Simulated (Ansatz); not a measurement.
# Re: the cost of one run

Method: DFT PBE, scalar-relativistic, in Ansatz 0.2.0.

## Step 1: The structure to begin with

The structure is trigonal, space group R-3m (No. 166). The conventional cell has a = 2.768 Å, b = 2.768 Å, c = 20.096 Å, α = 90.00°, β = 90.00°, γ = 120.00°. Re (site symmetry -3m) is surrounded by 12 Re at 2.75 to 2.77 Å. Around Re (site symmetry 3m) lie 12 Re at 2.74 to 2.77 Å.

Structure file:

```
Re
1.0
     1.38392    0.79901    6.69861
    -1.38392    0.79901    6.69861
     0.00000   -1.59802    6.69861
Re
3
Direct
  0.00000 0.00000 0.00000
  0.22217 0.22217 0.22217
  0.77783 0.77783 0.77783
```

Structure from a Materials Project entry, not relaxed further.

Atoms are numbered in the order of the input: Re1, Re2, Re3.

## Step 2: All-electron LAPW

Input file input.yaml:

```yaml
crystal:
  lattice:
    - [1.3839231524, 0.7990084046, 6.6986080885]
    - [-1.3839231524, 0.7990084046, 6.6986080885]
    - [0.0, -1.5980168092, 6.6986080885]
  atoms:
    - { symbol: Re, position: [0.0, 0.0, 0.0] }
    - { symbol: Re, position: [0.22217388, 0.22217388, 0.22217388] }
    - { symbol: Re, position: [0.77782612, 0.77782612, 0.77782612] }
kpoints:
  mp_grid: { grid: [15, 15, 15] }
  band_path:
    path:
      - [0.0, 0.0, 0.0]
      - [0.5, 0.5, 0.5]
      - [0.823848225, 0.176151775, 0.5]
      - [0.5, -0.176151775, 0.176151775]
      - [0.5, 0.0, 0.0]
      - [0.0, 0.0, 0.0]
      - [0.3380758875, -0.3380758875, 0.0]
      - [0.6619241125, 0.0, 0.3380758875]
      - [0.5, 0.0, 0.5]
    npoints: 14
scf:
  occupations: { method: fermi_dirac, width: 0.05 }
hamiltonian:
  xc: pbe
  pseudopotentials: { kind: all_electron, lapw: { basis_error: 0.0005 } }
output:
  forces: true
  stress: true
  eigenvalues: true
  fatbands: true
  populations: true
  dos: { projected: true, de: 0.2, e_range: [-14, 8] }
```

On the command line:

```console
ansatz run input.yaml --threads 1 --pin off --max-ram 6144MiB --backend cpu --events-out ev --progress --plain --runs-dir out
```

What time and memory should one allow on 1 thread of Intel Xeon Platinum 8375C at 2.90GHz (Ice Lake), shared host?

About 8 min, with a peak of 2.8 GiB.
